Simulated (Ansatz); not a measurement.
# CrCuO2: the cost of one run

Program: Ansatz 0.2.0. Level of theory: DFT PBE+U, scalar-relativistic, plane waves, PAW. These are calculated values, not measurements.

## Step 1: The structure to begin with

The structure is trigonal, space group R-3m (No. 166). Conventional cell: a = 3.037 Å, b = 3.037 Å, c = 17.248 Å, α = 90.00°, β = 90.00°, γ = 120.00°. Around Cr (site symmetry -3m) lie 6 O at 2.02 Å. Cu (site symmetry -3m) is surrounded by 2 O at 1.88 Å. O (site symmetry 3m) has 1 Cu at 1.88 Å and 3 Cr at 2.02 Å as nearest neighbours.

Structure file:

```cif
data_structure
_symmetry_space_group_name_H-M 'P 1'
_symmetry_Int_Tables_number 1
_cell_length_a 5.2606
_cell_length_b 3.0372
_cell_length_c 6.0109
_cell_angle_alpha 90.000
_cell_angle_beta 106.961
_cell_angle_gamma 90.000
_cell_volume 91.86
loop_
_atom_site_label
_atom_site_type_symbol
_atom_site_fract_x
_atom_site_fract_y
_atom_site_fract_z
_atom_site_occupancy
Cr1 Cr 0.50000 0.00000 0.50000 1
Cu1 Cu 0.00000 0.00000 0.00000 1
O1 O 0.10880 0.00000 0.32640 1
O2 O 0.89120 0.00000 0.67360 1
Cr2 Cr 0.00000 0.50000 0.50000 1
Cu2 Cu 0.50000 0.50000 0.00000 1
O3 O 0.60880 0.50000 0.32640 1
O4 O 0.39120 0.50000 0.67360 1
```

## Step 2: Coarse mesh, to find the state of the open shells

input.yaml reads:

```yaml
crystal:
  lattice:
    - [-4.5558494029, -2.6303208791, 0.0]
    - [1.5186164676, -2.6303208791, 0.0]
    - [1.5186164676, 0.8767736264, 5.7494745595]
  atoms:
    - { symbol: Cr, position: [0.5, 0.0, 1.5], spin: 4.0 }
    - { symbol: Cu, position: [0.0, 0.0, 0.0], spin: 1.0 }
    - { symbol: O, position: [0.1087997125, 0.0, 0.3263991375] }
    - { symbol: O, position: [0.8912002875, 0.0, 2.6736008625] }
    - { symbol: Cr, position: [1.0, 0.5, 1.5], spin: -4.0 }
    - { symbol: Cu, position: [0.5, 0.5, 0.0], spin: -1.0 }
    - { symbol: O, position: [0.6087997125, 0.5, 0.3263991375] }
    - { symbol: O, position: [1.3912002875, 0.5, 2.6736008625] }
basis:
  ecutwfc: 420
  ecutrho_ratio: 4
kpoints:
  mp_grid: { grid: [3, 5, 3] }
hamiltonian:
  xc: pbe
  hubbard:
    sites:
      - { species: Cr, l: d, u_eff: 3.7 }
      - { species: Cu, l: d, u_eff: 4.0 }
scf:
  occupations: { method: gaussian, width: 0.05 }
output:
  forces: true
  stress: true
  eigenvalues: true
  populations: true
  hubbard: { sites: [{ species: Cr, l: d }, { species: Cu, l: d }] }
magnetization:
  spin_polarized: true
```

On the command line:

```bash
$ ansatz run input.yaml --threads 4 --pin off --max-ram 10240MiB --backend cpu --events-out ev --progress --plain --runs-dir out
```

What time and memory should one allow on 4 threads of Arm Neoverse V2, shared host?

About 4.8 s, with a peak of 0.59 GiB.
